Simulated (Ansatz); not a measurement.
# Ge (Cmcm) in Ansatz: settings compared

The runs below take Ge through relaxation of cell and atoms, single point, with HSE03, HSEsol, r2SCAN0, r2SCANh.

Program: Ansatz 0.2.0. These are calculated values, not measurements. Logs are shortened: lines on timing, memory, paths and dates and some standing lists are left out, and cuts for length are marked.

## Step 1: The crystal as given

The structure is orthorhombic, space group Cmcm (No. 63). The conventional cell has a = 2.976 Å, b = 5.189 Å, c = 4.728 Å, α = 90.00°, β = 90.00°, γ = 90.00°. Ge (site symmetry m2m) is surrounded by 12 Ge at 2.92 to 2.99 Å.

This isn't the form of Ge at room conditions, which is diamond.

## Step 2: Relaxation of cell and atoms, HSE03

input

```
crystal:
  lattice:
    - [1.488052925, -2.59468961, 0.0]
    - [1.488052925, 2.59468961, 0.0]
    - [0.0, 0.0, 4.72759579]
  atoms:
    - { symbol: Ge, position: [0.33344663, 0.66655337, 0.25] }
    - { symbol: Ge, position: [0.66655337, 0.33344663, 0.75] }
hamiltonian:
  xc: { exchange: pbe, correlation: pbe, exx: { coeff: 0.25, omega: 0.3 } }
  pseudopotentials: { kind: paw }
kpoints:
  mp_grid: { grid: [5, 5, 3] }
scf:
  occupations: { method: fermi_dirac, width: 0.05 }
output:
  forces: true
  stress: true
  eigenvalues: true
relax:
  f_tol: 0.01
  max_steps: 40
  cell: { stress_tol: 0.05 }
```

Potentials or basis: Ansatz PAW.

The log of the run:

```text
GPUs: using 1 of 1 available (devices: 1).
Engine: ansatz 0.2.0, x86_64-unknown-linux-gnu
Pseudopotentials: kind: paw
Pseudopotential: Ge, paw, valence charge 14, recommended cutoff 420 eV (normal), Ge.paw.azcp
Functional definition: unnamed
  parameter a_1 = 0.25
  parameter omega_1 = 0.3/angstrom
  exchange = pbe_x + (-a_1)*pbe_x_sr(omega_1) + a_1*exact_x_sr(omega_1)
  correlation = pbe_c
device memory: the entry about to start is reckoned to put 0.5 GiB on a device that reports 28.4 GiB free (of which the cap on the GPU budget leaves the run 18.0 GiB)
GPU FFT provider: cuFFT
GPU libraries: cuBLAS 13.8.2, cuFFT 12.4.0, cuSOLVER 12.3.4
Crystal: 2 atoms, lattice volume = 36.507 Å³
Basis set: ecut = 420 eV, 695 PW (Γ), exchange–correlation on 40×40×64 points (8 copies of the dense FFT grid, shifted against one another)
Bands: 18, of which v1, the nominal top of the filled ones, is band 14 counted from 1 (13 counted from 0)
Symmetry: 8 space group operations
Space group: Cmcm (ITA 63), of the structure as read, at distance tolerance 3.3e-5 Å
k-points: 18 of 75
Non-local potential: Ge, projectors of the file, l = 0: 2, l = 1: 2, l = 2: 3, l = 3: 1
PAW form: soft (Blöchl's): semilocal exchange-correlation on the pseudo side does not see the compensation charge
PAW frozen core: Ge, regenerated for the run's functional, and the local potential with it (the file was generated under x = pbe(κ = 0.804, μ = 0.2195149727645171), c = pbe(β = 0.06672455060314922))
PAW one-centre angular grid: Ge, 590 points (default); XC on 64 Gauss nodes
Initial density: superposition of atomic densities (neutral atoms: chi_scale 0, normalization atom), corrected by the library's trained network
Initial wavefunctions: pseudopotential atomic-orbital guess
GPU buffer pool allocated for 12800 grid points (all kernels)
GPU transforms: local potential and band sums: pruned to the plane-wave sphere, on 20×20×32
Functional: x = pbe(κ = 0.804, μ = 0.2195149727645171), c = pbe(β = 0.06672455060314922), warm-up for x = pbe(κ = 0.804, μ = 0.2195149727645171) + 0.25 (exact − pbe) at short range (hse, ω = 0.3 Å⁻¹), c = pbe(β = 0.06672455060314922)
SCF iter   1: F=—  HF=-8589.202373 eV  |F-HF|=—  |Δ(HF+E_count)|=         —  Δρ=1.81e-3  dr2=1.07e-3  ethr=1.77e-3  ⟨swp⟩=5.4  Hψ=1185  notcnv=0
preconditioner: auto → none  [metal: Δε(μ)=0.033 eV  Ē_g=23.198 eV  σ=0.050 eV  W_gap=0.16  n_scr=8 (ndim 8)  ℏωp=32.5 eV  f_vac=0.000  D(μ)=2.20/eV (n_scr^D=22)  sad-step TF]
SCF iter   2: F=—  HF=-8589.202596 eV  |F-HF|=—  |Δ(HF+E_count)|=   2.24e-4  Δρ=1.13e-3  dr2=4.61e-4  ethr=3.81e-6  ⟨swp⟩=3.0  Hψ=784  notcnv=0
iter 3 solved again at ethr=3.39e-8 eV; its pass at ethr=1.65e-6 eV (dr2=9.49e-6 eV) is discarded
SCF iter   3: F=—  HF=-8589.202599 eV  |F-HF|=—  |Δ(HF+E_count)|=   2.38e-6  Δρ=2.30e-4  dr2=1.08e-5  ethr=3.39e-8  ⟨swp⟩=3.0  Hψ=1393  notcnv=0
SCF iter   4: F=—  HF=-8589.202587 eV  |F-HF|=—  |Δ(HF+E_count)|=   1.17e-5  Δρ=5.13e-5  dr2=3.72e-7  ethr=3.39e-8  ⟨swp⟩=3.0  Hψ=832  notcnv=0
SCF iter   5: F=—  HF=-8589.202588 eV  |F-HF|=—  |Δ(HF+E_count)|=   8.14e-7  Δρ=8.95e-6  dr2=2.00e-8  ethr=1.33e-9  ⟨swp⟩=3.0  Hψ=652  notcnv=0
[... 1081 lines left out ...]
relax step  19: F+E_penalty+E_count = -8590.75243222 eV  Δ(F+E_penalty+E_count) = -4.166e-4 eV  max|allowed force component| = 6.748e-5 eV/Å  Δτ_max = 0.0000 Å  P = -0.004 GPa  Ω = 38.203 Å³  stress off target by 1.45e-2 GPa  SCF on the basis re-selected at this cell (its energy is not comparable with the rows above)  (11 SCF iters)
basis re-selected at this cell: Δ(F+E_penalty+E_count) = -4.166e-4 eV, ΔP = -0.003 GPa vs the last step (what re-selecting the basis moved, of the pressure what is left beyond the Pulay correction that the steps carried, after the strain that the cell walked since its last selection, with what the two solves' SCF thresholds leave and, on support functions, any second-order correction that the steps lacked; it is no measure of the basis error at this ecutwfc). The dense FFT grid was sized anew with the basis: this SCF ran on 24×24×36 points, the steps before it on 20×20×32, so part of this shift can come from that change (see relax.cell in the input reference). This SCF's stress stands 1.45e-2 GPa from its target on what of the cell is left free (relax.cell.stress_tol is 5.00e-2 GPa) and its largest allowed force component is 6.75e-5 eV/Å (relax.f_tol is 1.00e-2 eV/Å): within both
hybrid SCF converged: 2 outer / 11 inner (+0 warm-up), last move |dexx| = 4.28e-11 eV, tail = 1.05e-11 eV
Stability not checked: this state was not tested for a lower state beside it, because the functional holds exact exchange (a hybrid, or Hartree-Fock), whose exchange loop this test does not read (fock_operator; see scf.lower_state_search)
Free energy (F): -8590.752432 eV
Frozen-core exchange: fock
Harris-Foulkes:  -8590.752432 eV  (|F-HF|=0.00e0)
Internal energy: -8590.748521 eV  (E = F + TS)
E sigma→0 (E₀):  -8590.750477 eV
Entropy (-TS):   -0.003911 eV (-1.955 meV/atom)
Fermi energy:    10.898754 eV
--- Per-component energies (eV) ---
  E_band       = -301.271013
  E_kinetic    = 218.141597
  E_local      = -4286.815490  (includes V_loc(G=0)·N_el)
  E_nonlocal   = 831.035475
  E_hartree    = 1876.132235
  E_xc         = -124.174817
  E_vxc        = -105.579474  (∫ρ·V_xc dr)
  E_exx        = -103.431428  (= α·E_x^exact, valence–valence)
  E_paw        = -3956.671398  (= ΣΔE_a)
  E_vpaw       = -503.455449  (= ΣTr[D̂ρ^β])
  E_aug_tail   = 0.000671  (compensation charges beyond the density's cutoff)
  E_ewald      = -3044.215723
  E_core_change = -0.749643  (= ΣΔE_core)
  E_smearing   = -0.003911  (= −TS)
  E_closure    = 0.000000  (closes the sum)
  Σ components = -8590.752432   (vs F -8590.752432, Δ=0.00e0)
--- Forces (eV/Å), atoms counted from 1 ---
  atom   1  Ge     0.00000000     0.00006748     0.00000000
  atom   2  Ge     0.00000000    -0.00006748     0.00000000
  max |Σ_I F_I| component: 0.00e0 eV/Å
--- Stress (GPa, compression-positive) ---
       -0.014463       0.000000       0.000000
        0.000000       0.001705       0.000000
        0.000000       0.000000       0.000199
  P = ⅓ Tr σ = -0.0042 GPa (-0.042 kbar)
--- Band table (eV; the first three rows and the last of 18) ---
  k-point 0: bands = ["-17.1394", "-17.1273", "-17.1153", "-17.0966", "-17.0792", "-17.0762", "-17.0602", "-17.0555", "-17.0190", "-16.9890", "-3.6158", "2.2419", "4.7454", "17.5252", "18.6631", "20.2058", "20.8442", "22.1420"]
  k-point 1: bands = ["-17.1210", "-17.1166", "-17.0915", "-17.0889", "-17.0841", "-17.0813", "-17.0778", "-17.0464", "-17.0282", "-17.0209", "-2.8547", "-0.5877", "9.0523", "15.5081", "18.2823", "19.1081", "19.9307", "20.3430"]
  k-point 2: bands = ["-17.1255", "-17.1163", "-17.0996", "-17.0980", "-17.0725", "-17.0591", "-17.0549", "-17.0467", "-17.0282", "-17.0149", "-2.6326", "3.1454", "5.7880", "12.2474", "16.3065", "17.2809", "18.0271", "18.8629"]
  k-point 17: bands = ["-17.1391", "-17.1123", "-17.0963", "-17.0945", "-17.0708", "-17.0555", "-17.0284", "-17.0219", "-17.0176", "-17.0112", "0.7540", "3.0041", "6.8401", "8.9230", "12.3194", "14.8162", "16.9042", "17.8033"]
--- Relaxed structure (18 steps of the walk, 16 accepted, 1 SCFs on fresh bases) ---
  F+E_penalty+E_count = -8590.75243222 eV   max|allowed force component| = 6.748e-5 eV/Å   (the final SCF, on the basis selected at the relaxed cell)
  cell:  # Å, volume = 38.2032 Å³
    - [1.4946640367963364, -2.603974742581987, 0.0]
    - [1.4946640367963364, 2.603974742581987, 0.0]
    - [0.0, 0.0, 4.907830972249569]
  atoms:
    - { symbol: Ge, position: [0.25014283411203675, 0.7498571658879633, 0.24999999999999994] }
    - { symbol: Ge, position: [0.7498571658879633, 0.25014283411203675, 0.7499999999999999] }
```

Run time: 3.3 min. Hardware: 1 × NVIDIA H100 80GB HBM3 with 2 threads of AMD EPYC 7R13 (Zen 3), shared host; peak memory 1.6 GiB.

What came out:

```
Free energy                            : -8590.7524 eV
Relaxed volume                         : 19.10 Å³/atom
Relaxed cell                           : a = 3.002 Å, b = 3.002 Å, c = 4.908 Å, α = 90.00°, β = 90.00°, γ = 120.29°
Space group after relaxing (to 0.05 Å) : Fmmm (No. 69)
Energy gained by relaxing              : 35.3 meV/atom
Ionic steps                            : 17
Pressure after relaxing                : 0.0 GPa
Band gap on the k mesh                 : none (metal or under the smearing width)
```

Step by step:
```tsv
step	energy change (eV)	largest force (eV/Å)	volume (Å³)
1	0.0000	0.0089	36.51
2	-0.0253	0.0007	37.94
3	-0.0334	0.0025	37.66
4	-0.0337	0.0052	37.63
5	-0.0337	0.0069	37.65
6	-0.0338	0.0167	37.72
7	-0.0342	0.0276	37.74
8	-0.0355	0.0535	37.89
9	-0.0397	0.0794	38.49
10	-0.0481	0.0667	38.81
11	-0.0623	0.0333	38.14
12	-0.0688	0.0082	38.35
13	-0.0699	0.0053	38.25
14	-0.0701	0.0022	38.18
15	-0.0702	0.0002	38.21
16	-0.0702	0.0000	38.20
17	-0.0706	0.0001	38.20
```

Final structure:
```
Ge
1.0
     1.49466   -2.60397    0.00000
     1.49466    2.60397    0.00000
     0.00000    0.00000    4.90783
Ge
2
Direct
  0.25014 0.74986 0.25000
  0.74986 0.25014 0.75000
```

Levels at points of the mesh, in eV from the Fermi level:
| k point | band 12 | band 13 | band 14 | band 15 | band 16 | band 17 |
| --- | --- | --- | --- | --- | --- | --- |
| (0.00, 0.00, 0.00) | -8.66 | -6.15 | 6.63 | 7.76 | 9.31 | 9.95 |

Caveat: the k mesh is coarse (spacing up to 0.49 Å⁻¹), so the values aren't converged, least of all with exact exchange; the plane-wave basis is chosen anew once the cell has moved, so the energies of steps on either side of that aren't comparable; the PAW data sets come from PBE, with cores solved anew for the run's functional, which leaves a small shift of forces and pressure.

## Step 3: Relaxation of cell and atoms, HSEsol

Changes to input since step 2:

```diff
@@ -9,3 +9,6 @@
 hamiltonian:
-  xc: { exchange: pbe, correlation: pbe, exx: { coeff: 0.25, omega: 0.3 } }
+  xc:
+    exchange: hjs_pbesol
+    correlation: pbesol
+    exx: { coeff: 0.25, omega: 0.207 }
   pseudopotentials: { kind: paw }
```

Potentials or basis: Ansatz PAW.

Wall time 49 s (1 × NVIDIA H100 80GB HBM3 with 2 threads of AMD EPYC 7R13 (Zen 3), shared host); peak memory 1.6 GiB.

The run converged. Its results:

* Free energy: -8531.3874 eV
* Relaxed volume: 18.18 Å³/atom
* Relaxed cell: a = 2.949 Å, b = 2.949 Å, c = 4.831 Å, α = 90.00°, β = 90.00°, γ = 120.03°
* Space group after relaxing (to 0.05 Å): P6_3/mmc (No. 194)
* Energy gained by relaxing: 12.7 meV/atom
* Ionic steps: 5
* Pressure after relaxing: 0.0 GPa
* Band gap on the k mesh: none (metal or under the smearing width)

Forces in eV/Å, atoms in the order of the input:
```
Ge   0.000 -0.003  0.000
Ge   0.000  0.003  0.000
```

Step by step:
| step | energy change (eV) | largest force (eV/Å) | volume (Å³) |
| --- | --- | --- | --- |
| 1 | 0.0000 | 0.0053 | 36.51 |
| 2 | -0.0249 | 0.0079 | 36.60 |
| 3 | -0.0253 | 0.0057 | 36.48 |
| 4 | -0.0255 | 0.0028 | 36.36 |
| 5 | -0.0255 | 0.0028 | 36.36 |

Final structure:
```
Ge
1.0
     1.47368   -2.55412    0.00000
     1.47368    2.55412    0.00000
     0.00000    0.00000    4.83058
Ge
2
Direct
  0.33367 0.66633 0.25000
  0.66633 0.33367 0.75000
```

Levels at points of the mesh, in eV from the Fermi level:
```csv
k point,band 10,band 11,band 12,band 13,band 14,band 15,band 16,band 17,band 18
"(0.00, 0.00, 0.00)",-27.98,-15.06,-8.92,-6.51,8.01,8.03,10.08,10.09,10.52
```

Caveat: the k mesh is coarse (spacing up to 0.49 Å⁻¹), so the values aren't converged, least of all with exact exchange; the plane-wave basis is chosen anew once the cell has moved, so the energies of steps on either side of that aren't comparable; the PAW data sets come from PBE, with cores solved anew for the run's functional, which leaves a small shift of forces and pressure.

## Step 4: Single point, r2SCAN0

Changes to input since step 3:

```diff
@@ -9,6 +9,3 @@
 hamiltonian:
-  xc:
-    exchange: hjs_pbesol
-    correlation: pbesol
-    exx: { coeff: 0.25, omega: 0.207 }
+  xc: r2scan0
   pseudopotentials: { kind: paw }
@@ -22,5 +19 @@
   eigenvalues: true
-relax:
-  f_tol: 0.01
-  max_steps: 40
-  cell: { stress_tol: 0.05 }
```

It took 15 s on 1 × NVIDIA H100 80GB HBM3 with 2 threads of AMD EPYC 7R13 (Zen 3), shared host; peak memory 1.6 GiB.

Results (log left out):

```yaml
Free_energy: -8602.4944 eV
Pressure: 1.1 GPa
Largest_force: 0.093 eV/Å
Band_gap_on_the_k_mesh: none (metal or under the smearing width)
```

Forces in eV/Å, atoms in the order of the input:
```
Ge   0.000 -0.093  0.000
Ge   0.000  0.093  0.000
```

Stress tensor (GPa, compression positive):
```
-2.66  0.00  0.00
 0.00 -2.23  0.00
 0.00  0.00  8.16
```

Levels at points of the mesh, in eV from the Fermi level:
```csv
k point,band 11,band 12,band 13,band 14,band 15,band 16,band 17,band 18
"(0.00, 0.00, 0.00)",-15.74,-8.88,-6.83,8.34,8.47,10.61,10.74,12.26
```

Caveat: the k mesh is coarse (spacing up to 0.49 Å⁻¹), so the values aren't converged, least of all with exact exchange; the PAW data sets come from PBE, with cores solved anew for the run's functional, which leaves a small shift of forces and pressure; the thresholds are loose for stress.

## Step 5: Single point, r2SCANh

Changes to input since step 4:

```diff
@@ -9,3 +9,3 @@
 hamiltonian:
-  xc: r2scan0
+  xc: r2scanh
   pseudopotentials: { kind: paw }
```

Potentials or basis: Ansatz PAW.

The log of the run:

```text
Warning: output.stress: scf.convergence.dr2_threshold = 1e-7 eV (the SCF's general default) is looser than the 2e-10 eV advised for a printed stress (1e-10 eV for each atom of the cell: 2). What an SCF threshold leaves in a stress goes as its square root, and in the free energy as the threshold itself, and one threshold admits the most on a small cell: of the crystals measured, under no hybrid functional and no lock of the moments, on runs that ended without the residual-converged pass, on stresses that held no estimate of that error, the worst erred by over 100 MPa in a component at 1e-7 eV an atom and by under 5 at 1e-10. Set scf.convergence.dr2_threshold to 2e-10 eV or tighter. The threshold is an SCF's pass mark: one that does not reach it within its budget of iterations ends unconverged, or closes short of it on a stop that the run arms, and scf.convergence.dr2_threshold's page says what that costs each kind of run
Warning: output.stress: scf.exx.energy_threshold = 1e-6 eV is looser than the 2e-8 eV advised for a stress under a hybrid functional (1e-8 eV for each atom of the cell: 2). Every SCF of the exchange loop can meet its threshold on dr2 while the loop round them stops early: no threshold on dr2 bounds what that leaves in the stress. Set scf.exx.energy_threshold to 2e-8 eV or tighter. The threshold is the loop's pass mark: a loop that does not reach it within its budget of cycles ends unconverged, and scf.exx.energy_threshold's page has the law
GPUs: using 1 of 1 available (devices: 1).
[... 2 set-up lines as earlier in the session ...]
Pseudopotential: Ge, paw, valence charge 14, recommended cutoff 500 eV (meta_gga), Ge.paw.azcp
Functional definition: r2SCANh
  parameter a = 0.1
  parameter k0 = 0.174
  parameter k1 = 0.065
  parameter a1 = 4.9479
  exchange = (1 - a)*r2scan_x(k0 = k0, k1 = k1, a1 = a1) + a*exact_x
  correlation = r2scan_c
device memory: the entry about to start is reckoned to put 0.6 GiB on a device that reports 77.4 GiB free (of which the cap on the GPU budget leaves the run 18.0 GiB)
GPU FFT provider: cuFFT
[... 174 lines left out ...]
  E_hartree    = 1843.565525
  E_xc         = -125.969564
  E_vxc        = -124.007656  (∫ρ·V_xc dr)
  E_exx        = -47.938438  (= α·E_x^exact, valence–valence)
  E_paw        = -4024.117811  (= ΣΔE_a)
  E_vpaw       = -586.565581  (= ΣTr[D̂ρ^β])
  E_aug_tail   = 0.000037  (compensation charges beyond the density's cutoff)
  E_vtau       = 7.151797  (kinetic-family band-sum trace: ∫τ·v_τ [+ j·A + Jᵃ·Aᵃ] dr)
  E_ewald      = -3095.412836
  E_core_change = -2.198692  (= ΣΔE_core)
  E_smearing   = -0.006973  (= −TS)
  E_closure    = -0.000000  (closes the sum)
  Σ components = -8603.720568   (vs F -8603.720568, Δ=0.00e0)
--- Forces (eV/Å), atoms counted from 1 ---
  atom   1  Ge     0.00000000    -0.05804473     0.00000000
  atom   2  Ge     0.00000000     0.05804473     0.00000000
  max |Σ_I F_I| component: 0.00e0 eV/Å
--- Stress (GPa, compression-positive) ---
       -1.508248       0.000000       0.000000
        0.000000      -1.448534       0.000000
        0.000000       0.000000       8.728545
  P = ⅓ Tr σ = 1.9239 GPa (19.239 kbar)
--- Band table (eV; the first three rows and the last of 18) ---
  k-point 0: bands = ["-15.4006", "-15.3963", "-15.3960", "-15.3902", "-15.3865", "-15.3812", "-15.3653", "-15.3603", "-15.2871", "-15.2822", "-3.4152", "3.0985", "5.0826", "18.8465", "18.9741", "21.0742", "21.2054", "22.6685"]
  k-point 1: bands = ["-15.4087", "-15.4045", "-15.4001", "-15.3962", "-15.3913", "-15.3836", "-15.3347", "-15.3300", "-15.2992", "-15.2945", "-2.6032", "-0.1616", "9.9701", "17.2075", "19.4578", "19.5827", "20.6879", "20.8118"]
  k-point 2: bands = ["-15.4259", "-15.3951", "-15.3788", "-15.3760", "-15.3688", "-15.3647", "-15.3570", "-15.3466", "-15.3044", "-15.2808", "-2.4400", "4.0151", "6.1170", "12.8993", "16.4019", "17.8764", "20.3150", "21.1754"]
  k-point 17: bands = ["-15.4424", "-15.4185", "-15.4125", "-15.3822", "-15.3645", "-15.3194", "-15.3058", "-15.3058", "-15.2922", "-15.2813", "1.2220", "3.5427", "6.6737", "9.0105", "13.9432", "15.4726", "17.6836", "17.7775"]
```

Run time: 31 s. Hardware: 1 × NVIDIA H100 80GB HBM3 with 2 threads of AMD EPYC 7R13 (Zen 3), shared host; peak memory 1.6 GiB.

Results:

```
Free energy            : -8603.7206 eV
Pressure               : 1.9 GPa
Largest force          : 0.058 eV/Å
Band gap on the k mesh : none (metal or under the smearing width)
```

Forces on the atoms (eV/Å):
```
Ge   0.000 -0.058  0.000
Ge   0.000  0.058  0.000
```

Stress tensor (GPa, compression positive):
```
-1.51  0.00  0.00
 0.00 -1.45  0.00
 0.00  0.00  8.73
```

Levels at points of the mesh, in eV from the Fermi level:
```tsv
k point	band 10	band 11	band 12	band 13	band 14	band 15	band 16	band 17	band 18
(0.00, 0.00, 0.00)	-26.57	-14.70	-8.19	-6.20	7.56	7.69	9.79	9.92	11.38
```

Caveat: the k mesh is coarse (spacing up to 0.49 Å⁻¹), so the values aren't converged, least of all with exact exchange; the PAW data sets come from PBE, with cores solved anew for the run's functional, which leaves a small shift of forces and pressure; the thresholds are loose for stress.

## Step 6: The runs side by side

| task | level | cell | cutoff (eV) | gap on the mesh (eV) | pressure (GPa) | relaxed volume (Å³/atom) | largest force (eV/Å) |
| --- | --- | --- | --- | --- | --- | --- | --- |
| relaxation of cell and atoms | HSE03 | relaxed | 420 | none | 0.0 | 19.10 | - |
| relaxation of cell and atoms | HSEsol | relaxed | 420 | none | 0.0 | 18.18 | - |
| single point | r2SCAN0 | as given | 500 | none | 1.1 | - | 0.09 |
| single point | r2SCANh | as given | 500 | none | 1.9 | - | 0.06 |

Alike in all rows: potentials or basis Ansatz PAW; no spin polarisation; k mesh 5 × 5 × 3; smearing fermi-dirac 0.05 eV; the mesh is coarse, so values aren't converged.

Caveats: all runs use coarse meshes; the PAW data sets come from PBE, with cores solved anew for the run's functional, which leaves a small shift of forces and pressure; the plane-wave basis is chosen anew once the cell has moved, so the energies of steps on either side of that aren't comparable (some runs); the thresholds are loose for stress (some runs).

Absolute energies hang on the potentials; compare differences alone.
